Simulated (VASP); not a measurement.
Set up this calculation in VASP 6.6.1, as the native input.

```
Task                   : relaxation of cell and atoms
Functional             : optB88-vdW
Potentials or basis    : VASP PAW PBE potentials, release 64 (Ru_pv, Al)
Cutoff                 : 600 eV
k mesh                 : 9 × 9 × 9
Occupations            : fermi-dirac, width 0.05 eV
Spin                   : no spin polarisation
Further INCAR settings : ALGO = Normal; EDIFF = 1e-06; IBRION = 2; EDIFFG = -0.005; NSW = 40; ISIF = 3
```

The structure of AlRu lies in POSCAR:

```
AlRu
1.0
    2.9916000000      0.0000000000      0.0000000000
    0.0000000000      2.9916000000      0.0000000000
    0.0000000000      0.0000000000      2.9916000000
Ru Al
1 1
Direct
    0.5000000000      0.5000000000      0.5000000000
    0.0000000000      0.0000000000      0.0000000000
```

One way to write it, as run:

INCAR

```
SYSTEM = AlRu
PREC     = Accurate       ! precision mode
ENCUT    = 600            ! plane-wave cutoff, eV
EDIFF    = 1E-6           ! SCF threshold, eV
ISMEAR   = -1             ! smearing method
SIGMA    = 0.05           ! smearing width, eV
LREAL    = .FALSE.        ! projectors in reciprocal space
LASPH    = .TRUE.         ! aspherical terms in the spheres
NELM     = 80             ! most SCF steps
ALGO     = Normal         ! electronic algorithm
ISIF     = 3              ! what is computed and relaxed
LWAVE    = .FALSE.        ! write WAVECAR
LCHARG   = .FALSE.        ! write CHGCAR
GGA      = BO             ! functional
LUSE_VDW = .TRUE.       
AGGAC    = 0.0          
PARAM1   = 0.1833333333 
PARAM2   = 0.22         
IBRION   = 2              ! ionic algorithm
NSW      = 40             ! ionic steps
EDIFFG   = -0.005         ! ionic threshold
```

KPOINTS

```
Automatic mesh
0
G
  9 9 9
  0 0 0
```

Potentials or basis: VASP PAW PBE potentials, release 64 (Ru_pv, Al).

Launch:

```bash
$ cat potpaw_PBE.64/Ru_pv/POTCAR potpaw_PBE.64/Al/POTCAR > POTCAR
$ mpirun -np 1 vasp_std > vasp.out
```

Results of the run:

```
Relaxed volume                         : 13.52 Å³/atom
Relaxed cell                           : a = 3.002 Å, b = 3.002 Å, c = 3.002 Å, α = 90.00°, β = 90.00°, γ = 90.00°
Space group after relaxing (to 0.05 Å) : Pm-3m (No. 221)
Energy gained by relaxing              : 0.9 meV/atom
Ionic steps                            : 3
Pressure after relaxing                : 0.0 GPa
Band gap on the k mesh                 : none (metal or under the smearing width)
```

Caveat: the PAW data sets were made with another functional, which shifts forces and pressure a little.

Run time: 48 s on 1 thread of Intel(R) Xeon(R) 6975P-C (Granite Rapids), with other jobs on the host, peak memory 0.27 GiB.
